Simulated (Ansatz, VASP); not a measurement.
## One calculation of Sb, two programs

```
Sb
1.0
     4.04485    0.00000    0.00000
    -2.02242    3.50294    0.00000
     0.00000    0.00000   20.53000
Sb
2
Direct
  0.00000 0.00000 0.54591
  0.66667 0.33333 0.62749
```

Alike in both runs: task single point; functional PBE; dispersion D3(BJ); k mesh 12 × 12 × 1; occupations gaussian, width 0.04 eV; no spin polarisation.

```csv
,VASP,Ansatz
version,VASP 6.6.1,Ansatz 0.2.0
potentials or method,"VASP PAW PBE potentials, release 64 (Sb)","scalar-relativistic, plane waves, PAW"
plane-wave cutoff (eV),520,420
valence electrons in the cell,10,30
```

Ansatz gave:

```
gap on the k mesh at the Fermi level (eV) : 1.06
least direct gap on the mesh (eV)         : 1.68
rms of the force components (eV/Å)        : 0.084
```

Q: Estimate VASP's values.

A: gap on the k mesh at the Fermi level (eV): 1.07; least direct gap on the mesh (eV): 1.65; rms of the force components (eV/Å): 0.036.

Atom by atom the forces differ by 0.047 eV/Å (rms over components). The two sets of potentials don't hold the same shells in valence.

Caveats: spin-orbit coupling is left out, which moves the levels of the heavy elements. Expect the measured gap to be larger: semilocal functionals such as PBE lack the derivative discontinuity.
